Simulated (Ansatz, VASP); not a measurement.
# Li2Pt in two plane-wave programs, part 2 of 2

One calculation is typed for both programs; each brings its own data sets and cutoff. How far apart do they land?

VASP 6.6.1 and Ansatz 0.2.0.

So far: Starting point; VASP: relaxation of cell and atoms, r2SCAN with rVV10.

### 3. Ansatz: relaxation of cell and atoms, r2SCAN with rVV10

Level of this step: Ansatz beside VASP: Kohn-Sham DFT, plane waves, r2SCAN with rVV10 (Ansatz).

Ansatz runs on its default PAW (the set named soft_2) files.

The same cell, functional, mesh and smearing now go to Ansatz, which takes its cutoff from its data sets.

input.yaml reads:

```yaml
crystal:
  lattice:
    - [4.186, 0.0, 0.0]
    - [-2.093, 3.6251823402, 0.0]
    - [0.0, 0.0, 2.661]
  atoms:
    - { symbol: Li, position: [0.3333333333, 0.6666666667, 0.5] }
    - { symbol: Li, position: [0.6666666667, 0.3333333333, 0.5] }
    - { symbol: Pt, position: [0.0, 0.0, 0.0] }
hamiltonian:
  xc: r2scan
  pseudopotentials: { kind: paw }
  dispersion: rvv10
kpoints:
  mp_grid: { grid: [5, 5, 7] }
scf:
  occupations: { method: fermi_dirac, width: 0.05 }
relax:
  f_tol: 0.01
  max_steps: 60
  cell: { stress_tol: 0.05 }
output:
  forces: true
  stress: true
```

Started as:

```bash
> ansatz run input.yaml --threads 4 --pin off --max-ram 9216MiB --backend cpu --events-out ev --progress --plain --runs-dir out
```

Numbers of over 12 decimals in the logs are rounded to 6 here.

The log of the run:

```text
Engine: ansatz 0.2.0, aarch64-unknown-linux-gnu
Pseudopotentials: kind: paw
Pseudopotential: Li, paw, valence charge 3, recommended cutoff 500 eV (meta_gga), Li.paw.azcp
Pseudopotential: Pt, paw, valence charge 18, recommended cutoff 500 eV (meta_gga), Pt.paw.azcp
Functional definition: r2SCAN+rVV10
  parameter k0 = 0.174
  parameter k1 = 0.065
  parameter a1 = 4.9479
  exchange = r2scan_x(k0 = k0, k1 = k1, a1 = a1)
  correlation = r2scan_c + rvv10(11.95, 0.0093)
Crystal: 3 atoms, lattice volume = 40.381 Å³
Basis set: ecut = 500 eV, 1011 PW (Γ), exchange–correlation on 144×144×96 points (64 copies of the dense FFT grid, shifted against one another)
Bands: 16, of which v1, the nominal top of the filled ones, is band 12 counted from 1 (11 counted from 0)
Symmetry: 24 space group operations
Space group: P6/mmm (ITA 191), of the structure as read, at distance tolerance 3.4e-5 Å
k-points: 20 of 175
Non-local potential: Li, projectors of the file, l = 0: 3, l = 1: 2, l = 2: 1
Non-local potential: Pt, projectors of the file, l = 0: 3, l = 1: 2, l = 2: 2, l = 3: 1
PAW form: soft (Blöchl's): semilocal exchange-correlation on the pseudo side does not see the compensation charge
rVV10 density: all electrons in the spheres
PAW frozen core: Pt, regenerated for the run's functional (the file was generated under x = pbe(κ = 0.804, μ = 0.219515), c = pbe(β = 0.066725))
PAW one-centre angular grid: Li, 302 points (default); XC on 327 of its mesh's 2665 points in the sphere
PAW one-centre angular grid: Pt, 590 points (default); XC on 160 Gauss nodes
Initial density: superposition of atomic densities (neutral atoms: chi_scale 0, normalization atom), corrected by the library's trained network
Initial wavefunctions: pseudopotential atomic-orbital guess
Functional: x = r2scan, c = r2scan + rvv10(b = 11.95, C = 0.0093); τ floored in thin density (d = 2e-4 eV/Å³)
SCF iter   1: F=—  HF=-12945.330533 eV  |F-HF|=—  |Δ(HF+E_count)|=         —  Δρ=1.35e-2  dr2=8.54e-2  dr2_τ=1.86e-2  ethr=1.77e-3  ⟨swp⟩=5.7  Hψ=1487  notcnv=0
preconditioner: auto → none  [metal: Δε(μ)=0.098 eV  Ē_g=8.719 eV  σ=0.050 eV  W_gap=0.43  n_scr=8 (ndim 8)  ℏωp=20.2 eV  f_vac=0.000  D(μ)=1.62/eV (n_scr^D=8)  sad-step TF]
SCF iter   2: F=—  HF=-12945.368853 eV  |F-HF|=—  |Δ(HF+E_count)|=   3.83e-2  Δρ=5.26e-3  dr2=1.20e-2  dr2_τ=2.06e-3  ethr=3.56e-4  ⟨swp⟩=2.8  Hψ=704  notcnv=0
SCF iter   3: F=—  HF=-12945.368353 eV  |F-HF|=—  |Δ(HF+E_count)|=   5.00e-4  Δρ=1.06e-3  dr2=3.58e-4  dr2_τ=5.51e-5  ethr=5.00e-5  ⟨swp⟩=2.1  Hψ=483  notcnv=0
SCF iter   4: F=—  HF=-12945.368573 eV  |F-HF|=—  |Δ(HF+E_count)|=   2.20e-4  Δρ=2.85e-4  dr2=3.36e-5  dr2_τ=3.78e-6  ethr=1.49e-6  ⟨swp⟩=2.5  Hψ=494  notcnv=0
SCF iter   5: F=—  HF=-12945.368570 eV  |F-HF|=—  |Δ(HF+E_count)|=   2.53e-6  Δρ=1.09e-4  dr2=1.02e-5  dr2_τ=7.60e-7  ethr=1.40e-7  ⟨swp⟩=2.0  Hψ=468  notcnv=0
SCF iter   6: F=—  HF=-12945.368569 eV  |F-HF|=—  |Δ(HF+E_count)|=   1.81e-6  Δρ=2.69e-5  dr2=5.03e-7  dr2_τ=1.25e-8  ethr=4.26e-8  ⟨swp⟩=1.6  Hψ=377  notcnv=0
SCF iter   7: F=-12945.368569 eV  HF=-12945.368569 eV  |F-HF|=5.28e-10  |Δ(HF+E_count)|=   4.57e-8  Δρ=2.87e-6  dr2=2.54e-9  dr2_τ=5.32e-10  ethr=4.17e-10  ⟨swp⟩=4.1  Hψ=1012  notcnv=0
SCF 1 converged in 7 iterations: F = -12945.368569 eV  dr2 = 2.54e-9
  greatest PAW one-centre occupation: 1.000 electrons in one spin orbital (limit 2), on the Pt atom at site 2 (counted from 0), in its partial waves of l = 0
relax step   1: F+E_penalty+E_count = -12945.36856860 eV  Δ(F+E_penalty+E_count) = +0.000e0 eV  max|allowed force component| = 6.476e-17 eV/Å  Δτ_max = 0.0000 Å  P = -1.216 GPa  Ω = 40.381 Å³  (7 SCF iters, dr2 threshold 1.00e-7 eV, accepted)
[...]
relax step   2: F+E_penalty+E_count = -12945.37856111 eV  Δ(F+E_penalty+E_count) = -9.993e-3 eV  max|allowed force component| = 4.626e-18 eV/Å  Δτ_max = 0.0000 Å  P = +0.918 GPa  Ω = 39.610 Å³  energy of the carried Pulay correction = +1.625e-4 eV  (6 SCF iters, dr2 threshold 3.00e-7 eV, accepted)
[...]
relax step   3: F+E_penalty+E_count = -12945.38045975 eV  Δ(F+E_penalty+E_count) = -1.899e-3 eV  max|allowed force component| = 6.476e-17 eV/Å  Δτ_max = 0.0000 Å  P = +0.478 GPa  Ω = 39.950 Å³  energy of the carried Pulay correction = +9.759e-5 eV  (6 SCF iters, dr2 threshold 3.00e-7 eV, accepted)
[...]
relax step   4: F+E_penalty+E_count = -12945.38078364 eV  Δ(F+E_penalty+E_count) = -3.239e-4 eV  max|allowed force component| = 4.626e-17 eV/Å  Δτ_max = 0.0000 Å  P = -0.124 GPa  Ω = 40.276 Å³  energy of the carried Pulay correction = +3.353e-5 eV  (6 SCF iters, dr2 threshold 3.00e-7 eV, accepted)
[...]
relax step   5: F+E_penalty+E_count = -12945.38082918 eV  Δ(F+E_penalty+E_count) = -4.554e-5 eV  max|allowed force component| = 3.547e-17 eV/Å  Δτ_max = 0.0000 Å  P = +0.006 GPa  Ω = 40.233 Å³  energy of the carried Pulay correction = +4.242e-5 eV  (5 SCF iters, dr2 threshold 2.02e-7 eV, accepted)
[...]
relax step   6: F+E_penalty+E_count = -12945.38080694 eV  Δ(F+E_penalty+E_count) = +2.224e-5 eV  max|allowed force component| = 4.626e-17 eV/Å  Δτ_max = 0.0000 Å  P = +0.005 GPa  Ω = 40.233 Å³  stress off target by 2.64e-2 GPa  SCF on the basis re-selected at this cell (its energy is not comparable with the rows above)  (6 SCF iters)
basis re-selected at this cell: Δ(F+E_penalty+E_count) = +2.224e-5 eV, ΔP = -0.001 GPa vs the last step (what re-selecting the basis moved, of the pressure what is left beyond the Pulay correction that the steps carried, after the strain that the cell walked since its last selection, with what the two solves' SCF thresholds leave and, on support functions, any second-order correction that the steps lacked; it is no m [...]
SCF converged after 6 iterations
Free energy (F): -12945.380807 eV
Harris-Foulkes:  -12945.380807 eV  (|F-HF|=1.46e-11)
Internal energy: -12945.371289 eV  (E = F + TS)
E sigma→0 (E₀):  -12945.376048 eV
Entropy (-TS):   -0.009518 eV (-3.173 meV/atom)
Fermi energy:    10.216329 eV
--- Per-component energies (eV) ---
  E_band       = -503.746484
  E_kinetic    = 685.770778
  E_local      = -2694.486081  (includes V_loc(G=0)·N_el)
  E_nonlocal   = 135.606445
  E_hartree    = 1023.099793
  E_xc         = -268.930892
  E_vxc        = -369.803666  (∫ρ·V_xc dr)
  E_paw        = -9524.292395  (= ΣΔE_a)
  E_vpaw       = -331.439203  (= ΣTr[D̂ρ^β])
  E_aug_tail   = -0.000058  (compensation charges beyond the density's cutoff)
  E_vtau       = 24.405775  (kinetic-family band-sum trace: ∫τ·v_τ [+ j·A + Jᵃ·Aᵃ] dr)
  E_ewald      = -2301.907385
  E_core_change = -0.231494  (= ΣΔE_core)
  E_smearing   = -0.009518  (= −TS)
  E_closure    = -0.000000  (closes the sum)
  Σ components = -12945.380807   (vs F -12945.380807, Δ=0.00e0)
--- Forces (eV/Å), atoms counted from 1 ---
  atom   1  Li     0.00000000    -0.00000000     0.00000000
  atom   2  Li     0.00000000     0.00000000    -0.00000000
  atom   3  Pt    -0.00000000     0.00000000     0.00000000
  max |Σ_I F_I| component: 2.78e-17 eV/Å
--- Stress (GPa, compression-positive) ---
       -0.004989      -0.000000       0.000000
        0.000000      -0.004989      -0.000000
        0.000000      -0.000000       0.026403
  P = ⅓ Tr σ = 0.0055 GPa (0.055 kbar)
--- Relaxed structure (5 steps of the walk, 5 accepted, 1 SCFs on fresh bases) ---
  F+E_penalty+E_count = -12945.38080694 eV   max|allowed force component| = 4.626e-17 eV/Å   (the final SCF, on the basis selected at the relaxed cell)
  cell:  # Å, volume = 40.2330 Å³
    - [4.228665, 0.0, 0.0]
    - [-2.114332, 3.662131, 0.0]
    - [0.0, 0.0, 2.598036]
  atoms:
    - { symbol: Li, position: [0.333333, 0.666667, 0.5] }
    - { symbol: Li, position: [0.666667, 0.333333, 0.5] }
    - { symbol: Pt, position: [0, 0, 0.0] }
```

Run time: 7.6 s. Hardware: 4 threads of Arm Neoverse V1, shared host; peak memory 0.47 GiB.

### 4. Comparison

Known differences besides the potentials themselves: VASP keeps PBE cores, Ansatz makes them for the functional; both relaxations stop at a tolerance, which leaves soft axes loose, and VASP keeps its plane-wave basis; the data sets hold 24 valence electrons in Ansatz (default PAW (the set named soft_2) files) and 16 in VASP; the cutoff is 500 eV in Ansatz and 700 eV in VASP; Ansatz adds a Pulay correction to the stress that steers its cell, VASP none. Total energies have different zeros and are not compared.

Both answers:

| quantity | Ansatz | VASP | difference |
| --- | --- | --- | --- |
| volume (Å³) | 40.23 | 40.16 | +0.19 % |
| edge a after relaxation, in the typed setting (Å) | 4.229 | 4.221 | +0.19 % |
| edge c after relaxation, in the typed setting (Å) | 2.598 | 2.603 | -0.19 % |

The walks stopped with 0.01 GPa left in Ansatz and -0.04 GPa in VASP; each walk ends within a tolerance, so the volume difference is uncertain by about these residues over the bulk modulus, most in soft cells.

### 5. Summary of results

```
difference in edge c after relaxation, in the typed setting (relaxation of cell and atoms, r2SCAN with rVV10) : -0.19 %
```

The difference in edge c after relaxation, in the typed setting is -0.19 % (relaxation of cell and atoms, r2SCAN with rVV10), within the 1.2 % picked in this series as the mark of a large difference, as far as the stopping tolerances let one tell. How closely two codes agree says nothing of how well the functional describes the real material.

[Lines on the potential files, build, host, timing and source positions are cut from VASP's logs without a mark.]

[Logs are printed without paths, hosts, clocks, repeated set-up lines and the standing remarks that a program may print on its own settings, such as how far it seeks lower states.]

[Hosts, paths, dates, database ids (printed as entryN), source tags and the programs' standing remarks are cut or masked in the printed files.]
